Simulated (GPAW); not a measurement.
## La: single point with PBE+U

The system is La.

```
La
1.0
    -2.12383    2.12383    2.12383
     2.12383   -2.12383    2.12383
     2.12383    2.12383   -2.12383
La
1
Direct
  0.00000 0.00000 0.00000
```

This isn't the form of La at room conditions, which is double hcp.

```json
{
 "Program": "GPAW 26.7.0",
 "Task": "single point",
 "Functional": "PBE",
 "Potentials or basis": "GPAW PAW data sets (gpaw-data 1.2.1)",
 "Cutoff": "800 eV",
 "Basis": "pw",
 "k mesh": "9 × 9 × 9",
 "Occupations": "fermi-dirac, width 0.05 eV",
 "Spin": "no spin polarisation",
 "Hubbard terms": "La f U = 2 eV"
}
```

```yaml
Pressure: -0.2 GPa
Band_gap_on_the_k_mesh: none (metal or under the smearing width)
```

Levels at points of the mesh, in eV from the Fermi level:
```
           k point  band 1  band 2  band 3  band 4  band 5  band 6  band 7  band 8  band 9  band 10
(0.00, 0.00, 0.00)  -33.06  -16.05  -16.05  -16.05   -3.27    1.41    1.41    1.41    2.19     2.19
```

It took 15 s on 1 thread of Arm Neoverse V2, on a shared host, peak memory 0.18 GiB.

Caveat: one-centre terms of the f shell are cut off; U without spin polarisation on a metal has little footing; the U is typed as a test and isn't derived for this compound. Spin-orbit coupling is left out, which matters for the levels of La.
